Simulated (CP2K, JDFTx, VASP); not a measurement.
# Si: energy against volume and a worked fit

```
CELL_PARAMETERS angstrom
3.84928 0.00000 0.00000
1.92464 3.33357 0.00000
1.92464 1.11119 3.14292
ATOMIC_POSITIONS crystal
Si 0.50000 0.50000 0.50000
Si 0.75000 0.75000 0.75000
```

The cell was scaled at fixed shape and fractions and run with CP2K, POTENTIAL_UZH Si GTH-SCAN-q4; TZVP-MOLOPT-SCAN-GTH basis; r2SCAN, k mesh 8 × 8 × 8 on the cell of 2 atoms, fermi-dirac occupations of 0.01 eV, no spin polarisation, no spin-orbit coupling. Energies are those that the program minimises, any entropy of the smearing included.

| V (Å³/atom) | energy over the lowest row (meV/atom) |
| --- | --- |
| 18.9549 | 15.85 |
| 19.3582 | ? |
| 19.7615 | 0.00 |
| 20.1648 | 0.00 |
| 20.5681 | 4.61 |
| 20.9714 | 13.36 |
| 21.3746 | 25.84 |

Fit the third-order Birch-Murnaghan form, give V0, B0 and B′, and predict the energy left open.

With y = (V0/V)^(2/3), E = E0 + (9 V0 B0/16) [(y - 1)³ B′ + (y - 1)² (6 - 4y)]. Least squares through the rows shown give V0 = 19.9608 Å³/atom, E0 = -0.60 meV, B0 = 95.19 GPa (1 eV/Å³ = 160.218 GPa) and B′ = 4.15, with a largest miss of 0.01 meV. At V = 19.3582 the form with these constants gives 5.10 meV; the run gave 5.09 meV an atom. Other set-ups at this level, from all their volumes (Å³/atom, GPa): JDFTx, SG15-PBE-1.2 (made for PBE): V0 20.334, B0 92.43; VASP, PBE PAW files Si, 520 eV (made for PBE): V0 20.123, B0 97.46. Measured volume: 20.02 Å³/atom at 293.15 K (arxiv:1010.2317), so the fit lies -0.3 % from it. The runs are for a static lattice.
